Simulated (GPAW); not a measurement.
Input of a GPAW 26.7.0 run:

run.py

```python
from ase.filters import FrechetCellFilter
from ase.io import read, write
from ase.optimize import BFGS
from ase.units import GPa
from gpaw import GPAW, PW

atoms = read('FeO.xyz')
atoms.set_initial_magnetic_moments([3.0, 0.0])

calc = GPAW(mode=PW(800),
            xc='PBE',
            kpts={'size': (6, 6, 6), 'gamma': True},
            occupations={'name': 'fermi-dirac', 'width': 0.05},
            nbands=17,
            convergence={'density': 1e-05, 'forces': 0.0001},
            maxiter=150,
            txt='gpaw.txt')
atoms.calc = calc
opt = BFGS(FrechetCellFilter(atoms, scalar_pressure=5 * GPa), trajectory='relax.traj', logfile='-')
done = opt.run(fmax=0.02, steps=60)
calc.write('gs.gpw')
write('result.traj', atoms)
print('Converged:', done)
print('Cell:', atoms.cell.cellpar().round(4))
print('Volume:', round(atoms.get_volume(), 4))
print(atoms.get_scaled_positions().round(5))
```

Contents of FeO.xyz:

```xyz
2
Lattice="1.5176821112 0.8762341755 2.5157945800 -1.5176821112 0.8762341755 2.5157945800 0.0000000000 -1.7524683509 2.5157945800" Properties=species:S:1:pos:R:3 pbc="T T T"
Fe     0.0000000000      0.0000000000      0.0000000000
O      0.0000000000      0.0000000001      3.7736918700
```

Potentials or basis: GPAW PAW data sets (gpaw-data 1.2.1), pw.

Launch:

```console
$ OMP_NUM_THREADS=1 python run.py
```

Q: Estimate the relaxed cell.

A: a = 3.042 Å, b = 3.042 Å, c = 3.042 Å, α = 59.41°, β = 59.41°, γ = 59.41°.

Q: Estimate the space group after relaxing (to 0.05 Å).

A: Fm-3m (No. 225).

Q: What does it give for the site moments?

A: Fe +3.55; O +0.24 μB.

Stress tensor (GPa, compression positive):
```
5.29 0.00 0.00
0.00 5.29 0.00
0.00 0.00 4.68
```

Caveat: the k mesh is coarse (spacing up to 0.42 Å⁻¹), so the values aren't converged; each step starts from the last one's moments, so a moment once lost doesn't come back; later steps reuse the first step's grids; a cell with one magnetic atom can't hold antiferromagnetic order, which such compounds often take.
